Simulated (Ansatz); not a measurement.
# Si: the cost of one run

Program: Ansatz 0.2.0. Level of theory: DFT PBEsol, scalar-relativistic, plane waves, PAW. These are calculated values, not measurements.

**1. The system as given**

It takes space group P6/mmm (No. 191, hexagonal). Conventional cell: a = 2.621 Å, b = 2.621 Å, c = 2.466 Å, α = 90.00°, β = 90.00°, γ = 120.00°. Around Si (site symmetry 6/mmm) lie 8 Si at 2.47 to 2.62 Å.

As a file:

```xyz
1
Lattice="2.6205 0.0000 0.0000 -1.3103 2.2695 0.0000 0.0000 0.0000 2.4664" Properties=species:S:1:pos:R:3 pbc="T T T"
Si    0.0000    0.0000    0.0000
```

It goes back to an entry of the Materials Project, which need not be the stable form.

The cell is taken as given, not relaxed at this level.

**2. The undisturbed cell**

input.yaml

```yaml
crystal:
  lattice:
    - [2.6205428149, 0.0, 0.0]
    - [-1.3102714075, 2.2694566494, 0.0]
    - [0.0, 0.0, 2.46635439]
  atoms:
    - { symbol: Si, position: [0.0, 0.0, 0.0] }
basis:
  ecutwfc: 420
kpoints:
  mp_grid: { grid: [24, 24, 22] }
hamiltonian:
  xc: pbesol
scf:
  occupations: { method: gaussian, width: 0.15 }
output:
  forces: true
  stress: true
  eigenvalues: true
```

Q: Estimate wall time and peak memory on 1 thread of an Arm CPU, shared host.

About 4.8 s, with a peak of 0.35 GiB.
